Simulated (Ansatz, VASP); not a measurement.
**NbSn: VASP beside Ansatz**

File INCAR:

```
SYSTEM = NbSn
ALGO = Normal
EDIFF = 1E-6
ENCUT = 520
GGA = PE
ISIF = 2
ISMEAR = -1
LASPH = .TRUE.
LCHARG = .TRUE.
LELF = .TRUE.
LREAL = .FALSE.
LVHAR = .TRUE.
LWAVE = .FALSE.
NBANDS = 35
NELM = 60
PREC = Accurate
SIGMA = 0.05
```

File KPOINTS:

```
k-points
0
G
  8 8 5
  0 0 0
```

Contents of POSCAR:

```
NbSn
1.0
    3.9995633913      0.0000000000      0.0000000000
   -1.9997816957      3.4637235059      0.0000000000
    0.0000000000      0.0000000000      5.4870950627
Nb Sn
2 2
Direct
    0.0000000000      0.0000000000      0.0000000000
    0.0000000000      0.0000000000      0.5000000000
    0.3333333300      0.6666666700      0.2500000000
    0.6666666700      0.3333333300      0.7500000000
```

The input input.yaml:

```yaml
crystal:
  lattice:
    - [3.9995633913, 0.0, 0.0]
    - [-1.9997816957, 3.4637235059, 0.0]
    - [0.0, 0.0, 5.4870950627]
  atoms:
    - { symbol: Nb, position: [0.0, 0.0, 0.0] }
    - { symbol: Nb, position: [0.0, 0.0, 0.5] }
    - { symbol: Sn, position: [0.33333333, 0.66666667, 0.25] }
    - { symbol: Sn, position: [0.66666667, 0.33333333, 0.75] }
kpoints:
  mp_grid: { grid: [8, 8, 5] }
scf:
  occupations: { method: fermi_dirac, width: 0.05 }
hamiltonian:
  xc: pbe
  pseudopotentials: { kind: all_electron, lapw: { basis_error: 0.001 } }
output:
  forces: true
  stress: true
  eigenvalues: true
```

Change from the starting cell: volume scaled by 0.96.

Alike in both runs: task single point; functional PBE; k mesh 8 × 8 × 5; occupations fermi-dirac, width 0.05 eV; no spin polarisation.

|  | VASP | Ansatz |
| --- | --- | --- |
| version | VASP 6.6.1 | Ansatz 0.2.0 |
| potentials or method | VASP PAW PBE potentials, release 64 (Nb_sv, Sn_d) | all-electron LAPW, scalar-relativistic |
| plane-wave cutoff (eV) | 520 | see its input |

|  | VASP | Ansatz | Ansatz less VASP |
| --- | --- | --- | --- |
| gap on the k mesh at the Fermi level (eV) | none | none | - |
| pressure (GPa) | 36.3 | 36.3 | +0.05 |
| largest component of the traceless stress (GPa) | 9.83 | 9.89 | +0.060 |

A gap of «none» marks a metal or a gap that the smearing closes. Ansatz ran all-electron here, so the differences hold the error of VASP's frozen core and of both bases.

Caveats: so large a pressure means that the cell lies far from this level's equilibrium, or that cutoff or potentials fall short (VASP).
